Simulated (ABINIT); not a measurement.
SnO: single point with LDA

Crystal: SnO.

```xyz
4
Lattice="3.8137 0.0000 0.0000 0.0000 3.8137 0.0000 0.0000 0.0000 4.8869" Properties=species:S:1:pos:R:3 pbc="T T T"
Sn    1.9068    0.0000    3.7367
Sn    0.0000    1.9068    1.1503
O     0.0000    0.0000    0.0000
O     1.9068    1.9068    0.0000
```

The cell is a database's computed one.

```json
{"Program": "ABINIT 10.8.3 (patched build)", "Task": "single point", "Functional": "LDA", "Potentials or basis": "PseudoDojo NC SR LDA v0.4.1 standard", "Cutoff": "952 eV", "k mesh": "5 × 5 × 4", "Occupations": "fermi-dirac, width 0.05 eV", "Spin": "no spin polarisation"}
```

```json
{
  "Largest force": "0.198 eV/Å",
  "Band gap on the k mesh": "0.64 eV, indirect (least direct gap 2.07 eV)",
  "Valence electrons inside the program's atomic spheres": "Sn 10.52; O 6.17"
}
```

Forces in eV/Å, atoms in the order of the input:
```
Sn   0.000  0.000  0.198
Sn   0.000  0.000 -0.198
O    0.000  0.000  0.000
O    0.000  0.000  0.000
```

Levels at points of the mesh, in eV from the valence-band top:
```
           k point  band 18  band 19  band 20  band 21  band 22  band 23
(0.00, 0.00, 0.00)    -3.05    -3.05     0.00     2.07     4.21     4.78
(0.00, 0.00, 0.50)    -3.07    -3.07    -2.09     1.58     3.04     3.04
```

Wall time 61 s on 1 thread of Arm Neoverse V2, with other jobs on the host, peak memory 0.1 GiB.

Caveat: spin-orbit coupling is left out, which moves the levels of the heavy elements; an odd mesh through Γ misses points on the zone boundary, where band edges often lie.
